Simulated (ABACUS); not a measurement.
Set up this calculation in ABACUS 3.10.1, as the native input.

```yaml
Task: single point
Functional: PBEsol
Potentials_or_basis: SG15 ONCV 1.2 PBE
Cutoff: 816 eV
Density_cutoff: 3265 eV
Basis: plane waves
k_mesh: 5 × 5 × 3
Occupations: fermi-dirac, width 0.05 eV
Spin: no spin polarisation
Radial_cutoff_of_the_potentials_pseudo_rcut: 7 bohr
SCF_threshold_on_the_density: 1e-08
Max_SCF_steps: 100
Eigensolver: dav
Mixing: broyden
Mixing_share: 0.7
Symmetry_key: 1
Bands: 24
```

Crystal: Cl.

```
CELL_PARAMETERS angstrom
3.14500 -2.25000 0.00000
3.14500 2.25000 0.00000
0.00000 0.00000 8.21000
ATOMIC_POSITIONS crystal
Cl 0.37000 0.63000 0.40000
Cl 0.13000 0.87000 0.90000
Cl 0.63000 0.37000 0.60000
Cl 0.87000 0.13000 0.10000
```

One way to write it, as run:

INPUT

```
INPUT_PARAMETERS
suffix              Cl
calculation         scf
basis_type          pw
pseudo_dir          ./
symmetry            1
dft_functional      pbesol
ecutwfc             60
pseudo_rcut         7
nspin               1
nbands              24
ks_solver           dav
smearing_method     fd
smearing_sigma      0.00367493
scf_thr             1e-08
scf_nmax            100
mixing_type         broyden
mixing_beta         0.7
cal_force           1
cal_stress          1
out_chg             1
kpar                4
```

STRU

```
ATOMIC_SPECIES
Cl 35.4500 Cl_ONCV_PBE-1.2.upf

LATTICE_CONSTANT
7.3075308520

LATTICE_VECTORS
0.8132964174 -0.5818495832 0.0000000000
0.8132964174 0.5818495832 0.0000000000
0.0000000000 0.0000000000 2.1231044791

ATOMIC_POSITIONS
Cartesian

Cl
0.0
4
0.8132964174 0.1512808916 0.8492417916 1 1 1
0.8132964174 0.4305686916 1.9107940312 1 1 1
0.8132964174 -0.1512808916 1.2738626875 1 1 1
0.8132964174 -0.4305686916 0.2123104479 1 1 1
```

KPT

```
K_POINTS
0
Gamma
5 5 3 0 0 0
```

Potentials or basis: SG15 ONCV 1.2 PBE, plane waves.

Run with:

```console
$ OMP_NUM_THREADS=1 mpirun -np 4 abacus > log
```

It gave:

```json
{"Pressure": "-0.3 GPa", "Largest force": "0.191 eV/Å", "Band gap on the k mesh": "2.44 eV, indirect (least direct gap 2.49 eV)"}
```

Caveat: the potentials were made for another functional, which shifts forces and pressure; an odd mesh through Γ misses points on the zone boundary, where band edges often lie.

Run time: 11 s on 4 MPI ranks on AMD EPYC 9R45 96-Core Processor (Zen 5), with other jobs on the host, peak memory 0.52 GiB a rank.
